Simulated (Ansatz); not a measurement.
An input for the plane-wave PAW code Ansatz:

```yaml
crystal:
  lattice:
    - [4.7999912286, 0.0, 0.0]
    - [0.0, 4.7999912286, 0.0]
    - [0.0, 0.0, 3.175612451]
  atoms:
    - { symbol: Zn, position: [0.0, 0.0, 0.0] }
    - { symbol: Zn, position: [0.5, 0.5, 0.5] }
    - { symbol: F, position: [0.3043824408, 0.3043824408, 0.0] }
    - { symbol: F, position: [0.1956175592, 0.8043824408, 0.5] }
    - { symbol: F, position: [0.6956175592, 0.6956175592, 0.0] }
    - { symbol: F, position: [0.8043824408, 0.1956175592, 0.5] }
basis:
  ecutwfc: 420
  ecutrho_ratio: 4
kpoints:
  mp_grid: { grid: [6, 6, 10] }
  band_path:
    path:
      - [[0.0, 0.0, 0.0], [0.0, 0.5, 0.0], [0.5, 0.5, 0.0], [0.0, 0.0, 0.0], [0.0, 0.0, 0.5], [0.0, 0.5, 0.5], [0.5, 0.5, 0.5], [0.0, 0.0, 0.5]]
      - [[0.0, 0.5, 0.0], [0.0, 0.5, 0.5]]
      - [[0.5, 0.5, 0.0], [0.5, 0.5, 0.5]]
    npoints: 14
hamiltonian:
  xc: pbe
scf:
  occupations: { method: gaussian, width: 0.05 }
  n_extra_bands: 19
output:
  forces: true
  stress: true
  eigenvalues: true
  populations: true
  dos: { projected: true, de: 0.02, nscf_kmesh: { grid: [9, 9, 15] } }
  bader: true
  write_density: true
  write_potential: true
  elf: true
  volumetric_format: npy
```

Launched as:
```sh
ansatz run input.yaml --threads 4 --pin off --max-ram 7168MiB --backend cpu --events-out ev --progress --plain --runs-dir out
```

The chain of runs began from a measured cell (COD), expanded in volume.

Predict the main results.

Pressure 0.0 GPa, gap on the mesh 3.52 eV (PBE, scalar-relativistic).

About how long does the run take on 4 threads of Arm Neoverse V2, on a shared host, and how much memory does it need?

About 17 s, with a peak of 0.54 GiB.

Output, machine lines left out:

```
scf.n_extra_bands = 19 over 26 filled bands (N_el = 52.0): the run solves 45 bands
Pseudopotentials: kind: paw
Pseudopotential: Zn, paw, valence charge 12, recommended cutoff 420 eV (normal), Zn.paw.azcp
Pseudopotential: F, paw, valence charge 7, recommended cutoff 420 eV (normal), F.paw.azcp
Crystal: 6 atoms, lattice volume = 73.166 Å³
Basis set: ecut = 420 eV, 1431 PW (Γ), exchange–correlation on 72×72×48 points (8 copies of the dense FFT grid, shifted against one another)
Bands: 45, of which v1, the nominal top of the filled ones, is band 26 counted from 1 (25 counted from 0)
Symmetry: 16 space group operations
Space group: P42/mnm (ITA 136), of the structure as read, at distance tolerance 4.2e-5 Å
k-points: 60 of 360
Initial density: superposition of atomic densities (neutral atoms: chi_scale 0, normalization atom), corrected by the library's trained network
Initial wavefunctions: pseudopotential atomic-orbital guess
Functional: x = pbe(κ = 0.804, μ = 0.21951), c = pbe(β = 0.06672)
```

SCF trace (energy estimate counted from the last row):
```tsv
iteration	ΔE (eV)	density residual (eV)
1	1.0e-03	2.05e-4
2	1.4e-05	1.10e-4
3	-5.3e-05	1.83e-5
4	-2.0e-06	7.89e-6
5	-1.0e-06	9.54e-7
6	0.000	1.15e-7
7	0.000	1.05e-9
```

```
SCF 1 converged in 7 iterations: F = -9874.195425 eV  dr2 = 1.05e-9
NSCF: frozen V_eff on 129 k-points
NSCF: frozen V_eff on 120 k-points
SCF converged after 7 iterations
Free energy (F): -9874.195425 eV
E sigma→0 (E₀):  -9874.195425 eV
Fermi energy:    4.667127 eV
--- Forces (eV/Å), atoms counted from 1 ---
  atom   1  Zn     0.00000000     0.00000000     0.00000000
  atom   2  Zn     0.00000000     0.00000000     0.00000000
  atom   3  F      0.00009898     0.00009898     0.00000000
  atom   4  F     -0.00009898     0.00009898     0.00000000
  atom   5  F     -0.00009898    -0.00009898     0.00000000
  atom   6  F      0.00009898    -0.00009898     0.00000000
--- Stress (GPa, compression-positive) ---
        0.029503       0.000000       0.000000
        0.000000       0.029503       0.000000
        0.000000       0.000000      -0.001732
  P = ⅓ Tr σ = 0.0191 GPa (0.191 kbar)
--- Löwdin populations: 6 sites ---
  site symbol       q [e]
     0     Zn     10.4548
     1     Zn     10.4548
     2      F      7.7112
     3      F      7.7112
     4      F      7.7112
     5      F      7.7112
--- Bader charges: 6 sites ---
  site symbol  charge [e]  shift [e]
     0     Zn      1.4774     0.0071
     1     Zn      1.4774     0.0071
     2      F     -0.7387     0.0035
     3      F     -0.7387     0.0035
     4      F     -0.7387     0.0035
     5      F     -0.7387     0.0035
  estimated error of the sums over rays = 2.3e-4 e
```

Absolute energies hang on the potentials; compare differences alone.

Semilocal functionals underestimate band gaps, commonly by a third or more.
